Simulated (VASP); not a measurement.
A run of VASP 6.6.1 is set up as follows.

File INCAR:

```
PREC = Accurate
ENCUT = 600
EDIFF = 1E-6
ISMEAR = -1
SIGMA = 0.05
LREAL = False
LASPH = True
NELM = 60
ALGO = Normal
ISIF = 3
LWAVE = False
LCHARG = False
GGA = PS
IVDW = 12
IBRION = 2
NSW = 60
EDIFFG = -0.02
```

KPOINTS

```
Automatic mesh
0
Gamma
  10 10 26
```

POSCAR

```
H
1.0
    2.6496387389      0.0000000000      0.0000000000
    0.0000000000      2.6496387389      0.0000000000
    0.0000000000      0.0000000000      0.9804929200
H
1
Direct
    0.0000000000      0.0000000000      0.5000000000
```

Potentials or basis: VASP PAW PBE potentials, release 64 (H).

Launch:

```sh
$ cat potpaw_PBE.64/H/POTCAR > POTCAR
$ mpirun -np 1 vasp_std > vasp.out
```

Question: Predict the relaxed volume.

Answer: 7.18 Å³/atom.

Question: Predict the dispersion energy per atom.

Answer: -0.040 eV.

Question: What does it give for the space group after relaxing (to 0.05 Å)?

Answer: P4/mmm (No. 123).

Question: Estimate the relaxed cell.

Answer: a = 2.694 Å, b = 2.694 Å, c = 0.990 Å, α = 90.00°, β = 90.00°, γ = 90.00°.

Step by step:
```csv
step,energy change (eV),largest force (eV/Å),pressure (GPa),volume (Å³)
1,0.0000,0.0000,1.47,6.88
2,-0.0006,0.0000,0.60,6.95
3,-0.0007,0.0000,0.34,6.97
4,-0.0007,0.0000,0.33,6.97
5,-0.0007,0.0000,0.32,6.99
6,-0.0010,0.0000,0.28,7.06
7,-0.0013,0.0000,0.21,7.18
```

Caveat: the PAW data sets were made with another functional, which shifts forces and pressure a little; pairwise dispersion overbinds metals, which lowers pressure and volume.
